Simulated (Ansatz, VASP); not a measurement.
# Au in VASP and in Ansatz

File INCAR:

```
PREC = Accurate
ENCUT = 520
EDIFF = 1E-6
ISMEAR = -1
SIGMA = 0.05
LREAL = F
LASPH = T
NELM = 80
ALGO = Normal
ISIF = 2
LWAVE = F
LCHARG = F
GGA = PS
NBANDS = 18
```

File KPOINTS:

```
Automatic mesh
0
Gamma
  11 11 6
```

The input POSCAR:

```
Au
1.0
    1.4018378006     -2.5387785952      0.0000000000
    1.4018378006      2.5387785952      0.0000000000
    0.0000000000      0.0000000000      4.8603285560
Au
2
Direct
    0.3346720300      0.6653279700      0.2500000000
    0.6653279700      0.3346720300      0.7500000000
```

input.yaml

```yaml
crystal:
  lattice:
    - [1.4018378006, -2.5387785952, 0.0]
    - [1.4018378006, 2.5387785952, 0.0]
    - [0.0, 0.0, 4.860328556]
  atoms:
    - { symbol: Au, position: [0.33467203, 0.66532797, 0.25] }
    - { symbol: Au, position: [0.66532797, 0.33467203, 0.75] }
kpoints:
  mp_grid: { grid: [11, 11, 6] }
scf:
  occupations: { method: fermi_dirac, width: 0.05 }
hamiltonian:
  xc: pbesol
  pseudopotentials: { kind: all_electron, lapw: { basis_error: 0.001 } }
output:
  forces: true
  stress: true
  eigenvalues: true
```

Change from the starting cell: volume scaled by 0.98.

Alike in both runs: task single point; functional PBEsol; k mesh 11 × 11 × 6; occupations fermi-dirac, width 0.05 eV; no spin polarisation.

|  | VASP | Ansatz |
| --- | --- | --- |
| version | VASP 6.6.1 | Ansatz 0.2.0 |
| potentials or method | VASP PAW PBE potentials, release 64 (Au) | all-electron LAPW, scalar-relativistic |
| plane-wave cutoff (eV) | 520 | see its input |

Ansatz gave:

- gap on the k mesh at the Fermi level (eV): none
- pressure (GPa): -2.2
- largest component of the traceless stress (GPa): 2.99
- rms of the force components (eV/Å): 0.016

Task: Which values does VASP return?

Result: gap on the k mesh at the Fermi level (eV): none; pressure (GPa): -2.5; largest component of the traceless stress (GPa): 2.98; rms of the force components (eV/Å): 0.016.

Atom by atom the forces differ by 0.000 eV/Å (rms over components). A gap of «none» marks a metal or a gap that the smearing closes. Ansatz ran all-electron here, so the differences hold the error of VASP's frozen core and of both bases.

Caveats: the PAW data sets were made with another functional, which shifts forces and pressure a little (VASP). Spin-orbit coupling is left out, which matters for the levels of Au.
